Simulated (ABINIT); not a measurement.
# InP (F-43m): G0W0 with and without spin-orbit coupling

Aim: spinor G0W0 for InP (F-43m) beside the scalar-relativistic result.

Main program and level: ABINIT 10.8.3; PBE and many-body steps on it, plane waves.

## Step 1: The starting structure

It takes space group F-43m (No. 216, cubic). Conventional cell: a = 5.869 Å, b = 5.869 Å, c = 5.869 Å, α = 90.00°, β = 90.00°, γ = 90.00°. Nearest to In lie 4 P at 2.54 Å. P has 4 In at 2.54 Å nearest. Farther neighbours are not listed.

The cell and positions come from the Crystallography Open Database and are kept as given unless a step says otherwise.

## Step 2: Empty states on the mesh, 4×4×4 mesh, 134 bands

This step: ABINIT 10.8.3; DFT, PBE, plane waves, norm-conserving pseudopotentials.

The sums over transitions need many empty states on a uniform mesh; this step solves for them.

Input file run.abi:

```
acell 3*1.0 Angstrom
rprim 
  -0.000000000000 2.934350000000 2.934350000000
  2.934350000000 -0.000000000000 2.934350000000
  2.934350000000 2.934350000000 -0.000000000000
ntypat 2
znucl 49 15
natom 2
typat 1 2
xred 
  0.000000000000 0.000000000000 0.000000000000
  0.250000000000 0.250000000000 0.250000000000
pp_dirpath "pseudos"
pseudos "In.upf, P.upf"
ecut 33
ngkpt 4 4 4
nshiftk 1
shiftk 0 0 0
kptopt 1
chksymbreak 0
irdden 1
istwfk *1
nband 134
prtvol 0
optdriver 6
gwr_task "HDIAGO"
paral_kgb 0
occopt 1
indata_prefix "in"
outdata_prefix "out"
tmpdata_prefix "tmp"
```

The run is started by

```
$ OMP_NUM_THREADS=1 mpirun -n 4 abinit run.abi > log
```

Numbers of over 12 decimals in the logs are rounded to 6 here.

Output:

```text
.Version 10.8.3 of ABINIT. v10.8.2 released Aug 2026.

 Symmetries : space group F-4 3 m (#216); Bravais cF (face-center cubic)
[... echo of the input left out ...]
== DATASET  1 ==================================================================
-   mpi_nproc: 4, omp_nthreads: 1 (-1 if OMP is not activated)

--- !DatasetInfo
iteration_state: {dtset: 1, }
dimensions: {natom: 2, nkpt: 8, mband: 134, nsppol: 1, nspinor: 1, nspden: 1, mpw: 3119, }
cutoff_energies: {ecut:  33.0, pawecutdg:  -1.0, }
[...]
Direct band gap semiconductor
 Fundamental gap:     0.688 (eV)
   VBM:     4.922 (eV) at k: [ 0.0000E+00,  0.0000E+00,  0.0000E+00]
   CBM:     5.610 (eV) at k: [ 0.0000E+00,  0.0000E+00,  0.0000E+00]
 Direct gap:         0.688 (eV) at k: [ 0.0000E+00,  0.0000E+00,  0.0000E+00]

== END DATASET(S) ==============================================================
================================================================================

 -outvars: echo values of variables after computation  --------
           etotal      0.0000000000E+00
            nband         134
             nkpt           8
          spgroup         216
 [... the other variables as echoed above ...]

 Calculation completed.
```

It took 52 s on 4 MPI ranks of Arm Neoverse V1, shared host; peak memory 2.3 GiB.

This step gave:

| Quantity | Value |
| --- | --- |
| gap | 0.6876 eV |
| k of the valence top | 0, 0, 0 |
| k of the conduction bottom | 0, 0, 0 |
| least direct gap | 0.6876 eV |
| k points computed | 8 |
| lowest point of the top converged band, above the valence top | 89.0061 eV |

On this mesh the gap is 0.688 eV.

The density comes from a self-consistent run that is not shown.

## Step 3: Screening, 4×4×4 mesh, 126 bands, screening to 182.3 eV

The RPA dielectric matrix is built and inverted for each q.

This step: RPA screening on PBE, plane waves, norm-conserving pseudopotentials.

run.abi, as its differences from that of step 2:

```diff
@@ -20,10 +20,11 @@
 chksymbreak 0
-irdden 1
 istwfk *1
-nband 134
-prtvol 0
-optdriver 6
-gwr_task "HDIAGO"
-paral_kgb 0
 occopt 1
+irdwfk 1
+optdriver 3
+nband 126
+ecuteps 6.7
+inclvkb 0
+awtr 1
+symchi 1
 indata_prefix "in"
```

Output:

```text
.Version 10.8.3 of ABINIT. v10.8.2 released Aug 2026.

 Symmetries : space group F-4 3 m (#216); Bravais cF (face-center cubic)
[... echo of the input left out ...]
== DATASET  1 ==================================================================
-   mpi_nproc: 4, omp_nthreads: 1 (-1 if OMP is not activated)

--- !DatasetInfo
iteration_state: {dtset: 1, }
dimensions: {natom: 2, nkpt: 8, mband: 126, nsppol: 1, nspinor: 1, nspden: 1, mpw: 3119, }
cutoff_energies: {ecut:  33.0, pawecutdg:  -1.0, }
electrons: {nelect:   2.60000000E+01, charge:   0.00000000E+00, occopt:   1.00000000E+00, tsmear:   1.00000000E-02, }

 SCREENING: Calculation of the susceptibility and dielectric matrices

 Based on a program developped by R.W. Godby, V. Olevano, G. Onida, and L. Reining.
 Incorporated in ABINIT by V. Olevano, G.-M. Rignanese, and M. Torrent.
.Using double precision arithmetic ; gwpc =  8

[... cell and pseudopotentials left out ...]
--------------------------------------------------------------------------------

 ==== K-mesh for the wavefunctions ====
 Number of points in the irreducible wedge :     8
[... list of points left out ...]
 Together with 24 symmetry operations and time-reversal symmetry
 yields    64 points in the full Brillouin Zone.

 ==== Q-mesh for the screening function ====
 Number of points in the irreducible wedge :     8
[... list of points left out ...]
 Together with 24 symmetry operations and time-reversal symmetry
 yields    64 points in the full Brillouin Zone.

 setmesh: FFT mesh size selected  =    30x   30x   30
          total number of points  =        27000

 vcoul_init : cutoff-mode = AUXILIARY_FUNCTION
 q-points for optical limit:   1
     1)      0.000010    0.000020    0.000030

- screening: taking advantage of time-reversal symmetry
- Maximum band index for partially occupied states nbvw = 13
- Remaining bands to be divided among processors   nbcw = 113
- Number of bands treated by each node ~28

 Number of electrons calculated from density =   26.0000; Expected =   26.0000
 average of density, n =  0.076245
 r_s =    1.4630
 omega_plasma =   26.6355 [eV]

 calculating chi0 at frequencies [eV] :
  1    0.000000E+00    0.000000E+00
  2    0.000000E+00    2.663552E+01

--------------------------------------------------------------------------------
  q-point number  1        q = ( 0.000000, 0.000000, 0.000000) [r.l.u.]
--------------------------------------------------------------------------------
[... chi0 elements left out ...]
 For q-point:  0.000010 0.000020 0.000030
  dielectric constant =  50.5018
  dielectric constant without local fields =  53.3143

  Average fulfillment of the sum rule on Im[epsilon] for q-point    1 :     66.92  [%]
[... wings left out ...]
  q-point number  2        q = ( 0.250000, 0.000000, 0.000000) [r.l.u.]
--------------------------------------------------------------------------------
[... chi0 elements left out ...]
  Average fulfillment of the sum rule on Im[epsilon] for q-point    2 :     78.47  [%]

 [... 6 further q-points ...]
```

Wall time 46 s (4 MPI ranks); peak memory 0.91 GiB.

Numbers from this step:

| Item | Value |
| --- | --- |
| ε∞ with local fields, on this mesh, along the program's q direction | 50.50 |
| the same without local fields | 53.31 |
| plasma frequency | 26.64 eV |
| plane waves in the screening matrix | 283 |

Local fields lower ε∞ by 5 %. On a Γ-centred mesh this coarse the value itself is usually too large, while a short band sum pulls it down.

## Step 4: Scalar-relativistic

The self-energy is evaluated for the states that the input lists, and the levels follow from it, in one-shot runs by the linearised quasiparticle equation.

This step: G0W0 on PBE, plane waves, norm-conserving pseudopotentials.

run.abi, as its differences from that of step 3:

```diff
@@ -23,8 +23,19 @@
 irdwfk 1
-optdriver 3
+optdriver 4
 nband 126
+gwcalctyp 0
+ecutsigx 33
+symsigma 1
+nkptgw 3
+kptgw 
+  0.0000000000 0.0000000000 0.0000000000
+  0.5000000000 0.0000000000 0.0000000000
+  0.5000000000 0.5000000000 0.0000000000
+bdgw 
+  11 17
+  12 16
+  12 15
 ecuteps 6.7
-inclvkb 0
-awtr 1
-symchi 1
+irdscr 1
+ppmodel 1
 indata_prefix "in"
```

Output:

```text
.Version 10.8.3 of ABINIT. v10.8.2 released Aug 2026.

 Symmetries : space group F-4 3 m (#216); Bravais cF (face-center cubic)
[... echo of the input left out ...]
== DATASET  1 ==================================================================
-   mpi_nproc: 4, omp_nthreads: 1 (-1 if OMP is not activated)

--- !DatasetInfo
iteration_state: {dtset: 1, }
dimensions: {natom: 2, nkpt: 8, mband: 126, nsppol: 1, nspinor: 1, nspden: 1, mpw: 3119, }
cutoff_energies: {ecut:  33.0, pawecutdg:  -1.0, }
electrons: {nelect:   2.60000000E+01, charge:   0.00000000E+00, occopt:   1.00000000E+00, tsmear:   1.00000000E-02, }

 SIGMA: Calculation of the GW corrections

 Based on a program developped by R.W. Godby, V. Olevano, G. Onida, and L. Reining.
 Incorporated in ABINIT by V. Olevano, G.-M. Rignanese, and M. Torrent.
.Using double precision arithmetic ; gwpc =  8

[... cell and pseudopotentials left out ...]
--------------------------------------------------------------------------------

 ==== K-mesh for the wavefunctions ====
 Number of points in the irreducible wedge :     8
[... list of points left out ...]
 Together with 24 symmetry operations and time-reversal symmetry
 yields    64 points in the full Brillouin Zone.

 ==== Q-mesh for screening function ====
 Number of points in the irreducible wedge :     8
[... list of points left out ...]
 Together with 24 symmetry operations and time-reversal symmetry
 yields    64 points in the full Brillouin Zone.

 vcoul_init : cutoff-mode = AUXILIARY_FUNCTION
 q-points for optical limit:   1
     1)      0.000010    0.000020    0.000030
 setmesh: FFT mesh size selected  =    45x   45x   45
          total number of points  =        91125

 Number of electrons calculated from density =   26.0000; Expected =   26.0000
 average of density, n =  0.076245
 r_s =    1.4630
 omega_plasma =   26.6355 [eV]

 === KS Band Gaps ===
  >>>> For spin  1
   Minimum direct gap =   0.6876 [eV], located at k-point      :   0.0000  0.0000  0.0000
   Fundamental gap    =   0.6876 [eV], Top of valence bands at :   0.0000  0.0000  0.0000
                                       Bottom of conduction at :   0.0000  0.0000  0.0000
 SIGMA fundamental parameters:
 PLASMON POLE MODEL  1
 number of plane-waves for SigmaX                 3119
 number of plane-waves for SigmaC and W            283
 number of plane-waves for wavefunctions          3119
 number of bands                                   126
 number of independent spin polarizations            1
 number of spinorial components                      1
 number of k-points in IBZ                           8
 number of q-points in IBZ                           8
 number of symmetry operations                      24
 number of k-points in BZ                           64
 number of q-points in BZ                           64
 number of frequencies for dSigma/dE                 9
 frequency step for dSigma/dE [eV]                0.25
 number of omega for Sigma on real axis              0
 max omega for Sigma on real axis  [eV]           0.00
 zcut for avoiding poles [eV]                     0.10

 EPSILON^-1 parameters (SCR file):
 dimension of the eps^-1 matrix on file            283
 dimension of the eps^-1 matrix used               283
 number of plane-waves for wavefunctions          3119
 number of bands                                   126
 number of q-points in IBZ                           8
 number of frequencies                               2
 number of real frequencies                          1
 number of imag frequencies                          1

 matrix elements of self-energy operator (all in [eV])

 Perturbative Calculation

--- !SelfEnergy_ee
iteration_state: {dtset: 1, }
kpoint     : [   0.000,    0.000,    0.000, ]
spin       : 1
KS_gap     :    0.688
QP_gap     :    1.342
Delta_QP_KS:    0.655
data: !SigmaeeData |
     Band     E0 <VxcDFT>   SigX SigC(E0)      Z dSigC/dE  Sig(E)    E-E0       E
       11   4.922 -12.904 -14.799   1.172   0.778  -0.286 -13.466  -0.562   4.361
       12   4.922 -12.904 -14.799   1.172   0.778  -0.286 -13.466  -0.562   4.361
       13   4.922 -12.904 -14.799   1.172   0.778  -0.286 -13.466  -0.562   4.361
       14   5.610 -11.727  -7.731  -3.879   0.793  -0.262 -11.634   0.093   5.703
       15   9.010 -10.776  -6.305  -4.250   0.797  -0.255 -10.600   0.176   9.186
       16   9.010 -10.776  -6.305  -4.250   0.797  -0.255 -10.600   0.176   9.186
[...]
--- !SelfEnergy_ee
iteration_state: {dtset: 1, }
kpoint     : [   0.500,    0.000,    0.000, ]
spin       : 1
KS_gap     :    2.454
QP_gap     :    3.159
Delta_QP_KS:    0.705
data: !SigmaeeData |
     Band     E0 <VxcDFT>   SigX SigC(E0)      Z dSigC/dE  Sig(E)    E-E0       E
[...]
--- !SelfEnergy_ee
iteration_state: {dtset: 1, }
kpoint     : [   0.500,    0.500,    0.000, ]
spin       : 1
KS_gap     :    4.074
QP_gap     :    4.597
Delta_QP_KS:    0.524
data: !SigmaeeData |
     Band     E0 <VxcDFT>   SigX SigC(E0)      Z dSigC/dE  Sig(E)    E-E0       E
[...]
13   2.616 -11.399 -14.174   1.894   0.772  -0.296 -12.079  -0.680   1.935
       14   6.689  -9.195  -5.564  -3.824   0.810  -0.234  -9.352  -0.157   6.533
       15   7.190 -10.683  -6.692  -3.938   0.800  -0.250 -10.640   0.042   7.233

== END DATASET(S) ==============================================================
================================================================================

 -outvars: echo values of variables after computation  --------
           etotal      0.0000000000E+00
            nband         126
             nkpt           8
          spgroup         216
 [... the other variables as echoed above ...]

 Calculation completed.
```

Run time: 26 s. Hardware: 4 MPI ranks; peak memory 0.97 GiB; 1.7 min of CPU time.

This step gave:

```
G0W0 gap on the points computed              : 1.342 eV
starting gap on the mesh                     : 0.6876 eV
k of the valence top                         : 0, 0, 0
k of the conduction bottom                   : 0, 0, 0
Z at the valence top                         : 0.778
Z at the conduction bottom                   : 0.793
least direct G0W0 gap on the computed points : 1.342 eV
```

The gap on the mesh goes from 0.69 eV to 1.34 eV, a correction of +0.65 eV.

## Step 5: Empty states on the mesh, 4×4×4 mesh, 276 bands

This step: DFT, PBE with spin-orbit coupling, plane waves, norm-conserving pseudopotentials.

Input file run.abi:

```
acell 3*1.0 Angstrom
rprim 
  -0.000000000000 2.934350000000 2.934350000000
  2.934350000000 -0.000000000000 2.934350000000
  2.934350000000 2.934350000000 -0.000000000000
ntypat 2
znucl 49 15
natom 2
typat 1 2
xred 
  0.000000000000 0.000000000000 0.000000000000
  0.250000000000 0.250000000000 0.250000000000
pp_dirpath "pseudos"
pseudos "In.upf, P.upf"
ecut 33
nspinor 2
ngkpt 4 4 4
nshiftk 1
shiftk 0 0 0
kptopt 1
chksymbreak 0
iscf -2
irdden 1
istwfk *1
nband 276
nbdbuf 24
tolwfr 1e-09
nstep 60
prtvol 0
indata_prefix "in"
outdata_prefix "out"
tmpdata_prefix "tmp"
```

Output:

```text
.Version 10.8.3 of ABINIT. v10.8.2 released Aug 2026.

 Symmetries : space group F-4 3 m (#216); Bravais cF (face-center cubic)
[... echo of the input left out ...]
== DATASET  1 ==================================================================
-   mpi_nproc: 4, omp_nthreads: 1 (-1 if OMP is not activated)

--- !DatasetInfo
iteration_state: {dtset: 1, }
dimensions: {natom: 2, nkpt: 8, mband: 276, nsppol: 1, nspinor: 2, nspden: 1, mpw: 3119, }
cutoff_energies: {ecut:  33.0, pawecutdg:  -1.0, }
[...]
3.59013    3.59013    3.59013    3.59013    3.59014    3.59014    3.60587    3.60587
   3.60589    3.60592    3.60710    3.60713    3.63343    3.63345    3.63454    3.63522
   3.64557    3.64559    3.64569    3.64569
 prteigrs : prtvol=0 or 1, do not print more k-points.

== END DATASET(S) ==============================================================
================================================================================

 -outvars: echo values of variables after computation  --------
            nband         276
             nkpt           8
          spgroup         216
 [... the other variables as echoed above ...]

 Calculation completed.
```

Wall time 3.8 min (4 MPI ranks); peak memory 0.57 GiB.

Numbers from this step:

| Quantity | Value |
| --- | --- |
| gap | 0.6604 eV |
| k of the valence top | 0, 0, 0 |
| k of the conduction bottom | 0, 0, 0 |
| least direct gap | 0.6604 eV |
| k points computed | 8 |
| lowest point of the top converged band, above the valence top | 88.9853 eV |

On this mesh the gap is 0.660 eV.

The density comes from a self-consistent run that is not shown, made with spin-orbit coupling and fully relativistic files.

## Step 6: Screening, 4×4×4 mesh, 252 bands, screening to 182.3 eV

This step: RPA screening on PBE with spin-orbit coupling, plane waves, norm-conserving pseudopotentials.

run.abi, as its differences from that of step 5:

```diff
@@ -21,10 +21,11 @@
 chksymbreak 0
-iscf -2
-irdden 1
 istwfk *1
-nband 276
-nbdbuf 24
-tolwfr 1e-09
-nstep 60
-prtvol 0
+occopt 1
+irdwfk 1
+optdriver 3
+nband 252
+ecuteps 6.7
+inclvkb 0
+awtr 1
+symchi 1
 indata_prefix "in"
```

Output:

```text
.Version 10.8.3 of ABINIT. v10.8.2 released Aug 2026.

 Symmetries : space group F-4 3 m (#216); Bravais cF (face-center cubic)
[... echo of the input left out ...]
== DATASET  1 ==================================================================
-   mpi_nproc: 4, omp_nthreads: 1 (-1 if OMP is not activated)

--- !DatasetInfo
iteration_state: {dtset: 1, }
dimensions: {natom: 2, nkpt: 8, mband: 252, nsppol: 1, nspinor: 2, nspden: 1, mpw: 3119, }
cutoff_energies: {ecut:  33.0, pawecutdg:  -1.0, }
electrons: {nelect:   2.60000000E+01, charge:   0.00000000E+00, occopt:   1.00000000E+00, tsmear:   1.00000000E-02, }

 SCREENING: Calculation of the susceptibility and dielectric matrices

 Based on a program developped by R.W. Godby, V. Olevano, G. Onida, and L. Reining.
 Incorporated in ABINIT by V. Olevano, G.-M. Rignanese, and M. Torrent.
.Using double precision arithmetic ; gwpc =  8

[... cell and pseudopotentials left out ...]
--------------------------------------------------------------------------------

 ==== K-mesh for the wavefunctions ====
 Number of points in the irreducible wedge :     8
[... list of points left out ...]
 Together with 24 symmetry operations and time-reversal symmetry
 yields    64 points in the full Brillouin Zone.

 ==== Q-mesh for the screening function ====
 Number of points in the irreducible wedge :     8
[... list of points left out ...]
 Together with 24 symmetry operations and time-reversal symmetry
 yields    64 points in the full Brillouin Zone.

 setmesh: FFT mesh size selected  =    30x   30x   30
          total number of points  =        27000

 vcoul_init : cutoff-mode = AUXILIARY_FUNCTION
 q-points for optical limit:   1
     1)      0.000010    0.000020    0.000030

- screening: taking advantage of time-reversal symmetry
- Maximum band index for partially occupied states nbvw = 26
- Remaining bands to be divided among processors   nbcw = 226
- Number of bands treated by each node ~56

 Number of electrons calculated from density =   26.0000; Expected =   26.0000
 average of density, n =  0.076245
 r_s =    1.4630
 omega_plasma =   26.6355 [eV]

 calculating chi0 at frequencies [eV] :
  1    0.000000E+00    0.000000E+00
  2    0.000000E+00    2.663552E+01

--------------------------------------------------------------------------------
  q-point number  1        q = ( 0.000000, 0.000000, 0.000000) [r.l.u.]
--------------------------------------------------------------------------------
[... chi0 elements left out ...]
 For q-point:  0.000010 0.000020 0.000030
  dielectric constant =  50.4630
  dielectric constant without local fields =  53.2603

  Average fulfillment of the sum rule on Im[epsilon] for q-point    1 :     66.96  [%]
[... wings left out ...]
  q-point number  2        q = ( 0.250000, 0.000000, 0.000000) [r.l.u.]
--------------------------------------------------------------------------------
[... chi0 elements left out ...]
  Average fulfillment of the sum rule on Im[epsilon] for q-point    2 :     78.93  [%]

 [... 6 further q-points ...]
```

Run time: 6.3 min. Hardware: 4 MPI ranks; peak memory 2.7 GiB.

Numbers from this step:

| Item | Value |
| --- | --- |
| ε∞ with local fields, on this mesh, along the program's q direction | 50.46 |
| the same without local fields | 53.26 |
| plasma frequency | 26.64 eV |
| plane waves in the screening matrix | 283 |

(Continued in part 2 of 2.)

[Paths, hosts, dates, memory and timing lines, banners, echoed tables and standing remarks are left out of the program output.]

[Logs are printed without paths, hosts, clocks, repeated set-up lines and the standing remarks that a program may print on its own settings, such as how far it seeks lower states.]

[Runs of the session that timed out or met a known fault of the program may be left out.]

[Hosts, paths, dates, database ids (printed as entryN), source tags and the programs' standing remarks are cut or masked in the printed files.]

[G0W0 gaps are taken among the corrected bands and points alone; a level outside them can change the order at an edge.]

[Where Ansatz stands beside ABINIT at settings called matched, ABINIT's density can come from a denser mesh and the files from another edition; pairs whose starting gaps differed by over 0.03 eV were left out, so agreement reads better than it is.]
